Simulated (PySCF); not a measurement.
## Two-dimensional NMR puzzle

Compound of formula C3H6O2. Correlations simulated from computed shifts and couplings:

HSQC (one-bond C–H):
```tsv
δH	δC	1J(C,H) (Hz)
2.22	26.8	131
1.07	9.6	135
```

COSY cross peaks (|J| ≥ 2 Hz):
```tsv
δH	δH	abs. J (Hz)	bonds
2.22	1.07	8.5	3
```

HMBC (two and three bonds, |J| ≥ 2.5 Hz):
```tsv
δH	δC [abs. J in Hz]
2.22	177.6 [7.3], 9.6 [3.1]
1.07	177.6 [6.0], 26.8 [3.8]
```

Carbons without hydrogens: δ 177.6.

- σ from GIAO-PBE0/pcSseg-1
- J: B3LYP/pcJ-1 (without the spin–dipole term)
- PBE0-D3(BJ)/def2-SVP structure
- run in PySCF 2.14.0 with density-fitted response routines
- no solvent, single conformer, fast rotation and ring inversion assumed for equivalent nuclei, relativity neglected

References, each an isolated molecule treated in the same way: TMS for 1H (σref 31.27), 13C (σref 184.41).

Exchangeable hydrogens are left out of these lists, and C,H couplings along chains are those of one rotamer, so weak HMBC peaks may be missing or extra.

**Question.** Which molecule is this?

**Answer.** Propanoic Acid (SMILES CCC(=O)O).

Numbering as in the mapped SMILES `[CH3:1][CH2:2][C:3](=[O:4])[OH:5]`. Each H is labelled by its parent atom.

- δC 177.6 is C3, a carboxylic acid carbon.
- δC 26.8 is C2, an sp3 CH2 α to a carbonyl (δH 2.22).
- δC 9.6 is C1, a methyl carbon (δH 1.07).
- HMBC from δH 2.22 reaches the proton-free carbon C3.
- HMBC from δH 1.07 reaches the proton-free carbon C3.
- COSY links 2.22–1.07.

Exchangeable OH/NH protons stand at their gas-phase positions; hydrogen bonding in a real sample shifts them, mostly to higher δ. Unscaled 3J(H,H) at this level run about 9 % above measured values. Shifts are as computed. Against solution values, carbons near 30 ppm lie about +2 ppm off and those near 130 ppm about +4 ppm. Of 246 compounds with measured shifts, 49 miss one by over three times the rms of a fit or turn the order of signals round; such compounds aren't used in these exercises. Hydrogen bonding in solution deshields acid and N–H amide carbonyl carbons by as much as 10 ppm beyond these values.
